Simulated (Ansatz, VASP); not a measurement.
**BN in VASP and in Ansatz**

File INCAR:

```
  PREC = Accurate
  ENCUT = 520
  EDIFF = 1E-7
  ISMEAR = 0
  SIGMA = 0.05
  LREAL = F
  LASPH = T
  NELM = 100
  ALGO = Normal
  ISIF = 2
  LWAVE = F
  LCHARG = F
  GGA = PS
  NBANDS = 11
```

File KPOINTS:

```
regular mesh
0
Gamma
  12 12 12
```

File POSCAR:

```
BN
1.0
    0.0000000000      1.8130010000      1.8130010000
    1.8130010000      0.0000000000      1.8130010000
    1.8130010000      1.8130010000      0.0000000000
B N
1 1
Direct
    0.0000000000      0.0000000000      0.0000000000
    0.7261162458      0.7579612514      0.7579612514
```

Input for Ansatz:

```yaml
crystal:
  lattice:
    - [0.0, 1.813001, 1.813001]
    - [1.813001, 0.0, 1.813001]
    - [1.813001, 1.813001, 0.0]
  atoms:
    - { symbol: B, position: [0.0, 0.0, 0.0] }
    - { symbol: "N", position: [0.7261162458, 0.7579612514, 0.7579612514] }
basis:
  ecutwfc: 420
kpoints:
  mp_grid: { grid: [12, 12, 12] }
hamiltonian:
  xc: pbesol
scf:
  occupations: { method: gaussian, width: 0.05 }
output:
  forces: true
  stress: true
  eigenvalues: true
```

Change from the starting cell: all N atoms moved +0.050 Å, as atom 2 towards its neighbour atom 1 (B) at 1.570 Å.

Alike in both runs: task single point; functional PBEsol; k mesh 12 × 12 × 12; occupations gaussian, width 0.05 eV; no spin polarisation.

```csv
,VASP,Ansatz
version,VASP 6.6.1,Ansatz 0.2.0
potentials or method,"VASP PAW PBE potentials, release 64 (B, N)","scalar-relativistic, plane waves, PAW"
plane-wave cutoff (eV),520,420
valence electrons in the cell,8,8
```

```csv
,VASP,Ansatz,Ansatz less VASP
gap on the k mesh at the Fermi level (eV),3.99,4.00,+0.012
least direct gap on the mesh (eV),8.26,8.26,+0.007
pressure (GPa),-5.0,-5.5,-0.55
largest component of the traceless stress (GPa),1.24,1.15,-0.094
rms of the force components (eV/Å),0.765,0.760,-0.0049
```

Atom by atom the forces differ by 0.005 eV/Å (rms over components). With one functional, cell and mesh, what is left measures potentials, basis and numerics.

Caveats: the PAW data sets were made with another functional, which shifts forces and pressure a little (VASP). A k mesh can miss the band edges.
